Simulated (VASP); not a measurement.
Set up this calculation in VASP 6.6.1, as the native input.

* Task: band structure
* Functional: PBEsol
* Potentials or basis: VASP PAW PBE potentials, release 64 (Sn_d, O)
* Cutoff: 520 eV
* k mesh: 3 × 3 × 4
* Occupations: gaussian, width 0.02 eV
* Spin: no spin polarisation
* Further INCAR settings: ALGO = Normal; EDIFF = 1e-06; NBANDS = 35

The system is SnO2.

```
CELL_PARAMETERS angstrom
4.77045 0.00000 0.00000
0.00000 4.77045 0.00000
0.00000 0.00000 3.21570
ATOMIC_POSITIONS crystal
Sn 0.50000 0.50000 0.50000
Sn 0.00000 0.00000 0.00000
O 0.19378 0.80622 0.50000
O 0.80622 0.19378 0.50000
O 0.30622 0.30622 0.00000
O 0.69378 0.69378 0.00000
```

The cell is a database's computed one.

One way to write it, as run:

POSCAR

```
SnO2                                    
1.0
    4.7704544125      0.0000000000      0.0000000000
    0.0000000000      4.7704544125      0.0000000000
    0.0000000000      0.0000000000      3.2156976500
  Sn              O             
     2     4
Direct
     0.5000000000000000    0.5000000000000000    0.5000000000000000
     0.0000000000000000    0.0000000000000000    1.0000000000000000
     0.1937807063823296    0.8062192936176703    0.5000000000000000
     0.8062192936176703    0.1937807063823296    0.5000000000000000
     0.3062192936176704    0.3062192936176704    0.0000000000000000
     0.6937807063823297    0.6937807063823297    1.0000000000000000
```

INCAR.step1

```
SYSTEM = SnO2
PREC = Accurate
ENCUT = 520
EDIFF = 1E-6
ISMEAR = 0
SIGMA = 0.02
LREAL = .FALSE.
LASPH = .TRUE.
NELM = 100
ALGO = Normal
ISIF = 2
LWAVE = .FALSE.
LCHARG = .TRUE.
GGA = PS
NBANDS = 35
KPAR = 2
```

KPOINTS.step1

```
Automatic mesh
0
G
  3 3 4
  0 0 0
```

INCAR.step2

```
SYSTEM = SnO2
PREC = Accurate
ENCUT = 520
EDIFF = 1E-6
ISMEAR = 0
SIGMA = 0.05
LREAL = .FALSE.
LASPH = .TRUE.
NELM = 100
ALGO = Normal
ISIF = 2
LWAVE = .FALSE.
LCHARG = .FALSE.
GGA = PS
NBANDS = 35
ICHARG = 11
KPAR = 2
```

KPOINTS.step2

```
path GXMGZRAZ,XR,MA
20
line-mode
reciprocal
 0.0000000000  0.0000000000  0.0000000000  G
 0.0000000000  0.5000000000  0.0000000000  X

 0.0000000000  0.5000000000  0.0000000000  X
 0.5000000000  0.5000000000  0.0000000000  M

 0.5000000000  0.5000000000  0.0000000000  M
 0.0000000000  0.0000000000  0.0000000000  G

 0.0000000000  0.0000000000  0.0000000000  G
 0.0000000000  0.0000000000  0.5000000000  Z

 0.0000000000  0.0000000000  0.5000000000  Z
 0.0000000000  0.5000000000  0.5000000000  R

 0.0000000000  0.5000000000  0.5000000000  R
 0.5000000000  0.5000000000  0.5000000000  A

 0.5000000000  0.5000000000  0.5000000000  A
 0.0000000000  0.0000000000  0.5000000000  Z

 0.0000000000  0.5000000000  0.0000000000  X
 0.0000000000  0.5000000000  0.5000000000  R

 0.5000000000  0.5000000000  0.0000000000  M
 0.5000000000  0.5000000000  0.5000000000  A
```

Potentials or basis: VASP PAW PBE potentials, release 64 (Sn_d, O).

Launch:

```console
$ cat potpaw_PBE.64/Sn_d/POTCAR potpaw_PBE.64/O/POTCAR > POTCAR
$ cp INCAR.step1 INCAR
$ cp KPOINTS.step1 KPOINTS
$ mpirun -np 2 vasp_std > vasp.out
$ cp INCAR.step2 INCAR
$ cp KPOINTS.step2 KPOINTS
$ mpirun -np 2 vasp_std > vasp.out
```

It gave:

* Band gap on the k mesh: 0.89 eV, direct
* Band gap along the path: 0.89 eV, direct

Caveat: the k mesh is coarse (spacing up to 0.49 Å⁻¹), so the values aren't converged; the log is that of the step along the path at fixed density, whose energy, stress, charges and moments have no meaning; spin-orbit coupling is left out, which moves the levels of the heavy elements.

Wall time 2.2 min on 2 MPI ranks on Intel(R) Xeon(R) Platinum 8488C (Sapphire Rapids), on a shared host, peak memory 0.41 GiB a rank.
